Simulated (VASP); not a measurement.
A run of VASP 6.6.1:

INCAR

```
PREC = Accurate ; ENCUT = 520
EDIFF = 1E-6 ; ISMEAR = 0
SIGMA = 0.05 ; LREAL = False
LASPH = True ; NELM = 60
ALGO = Normal ; ISIF = 2
LWAVE = False ; LCHARG = False
GGA = PE ; NBANDS = 12
```

File KPOINTS:

```
regular mesh
0
Gamma
  8 8 8
```

POSCAR

```
Sb
4.5067
    0.477999423081      0.275973095591      0.833869571971
   -0.477999423081      0.275973095591      0.833869571971
    0.000000000000     -0.551946191182      0.833869571971
Sb
2
Direct
    0.7665100000      0.7665100000      0.7665100000
    0.2334900000      0.2334900000      0.2334900000
```

Potentials or basis: VASP PAW PBE potentials, release 64 (Sb).

Run with:

```sh
$ cat potpaw_PBE.64/Sb/POTCAR > POTCAR
$ mpirun -np 1 vasp_std > vasp.out
```

Hardware: 1 thread of Intel(R) Xeon(R) 6975P-C (Granite Rapids), on a shared host.

**Question.** How long does it take, and how much memory?

**Answer.** Run time: 19 s on 1 thread of Intel(R) Xeon(R) 6975P-C (Granite Rapids) (shared host), peak memory 0.21 GiB. Counts: scf iterations 11, k points 65.
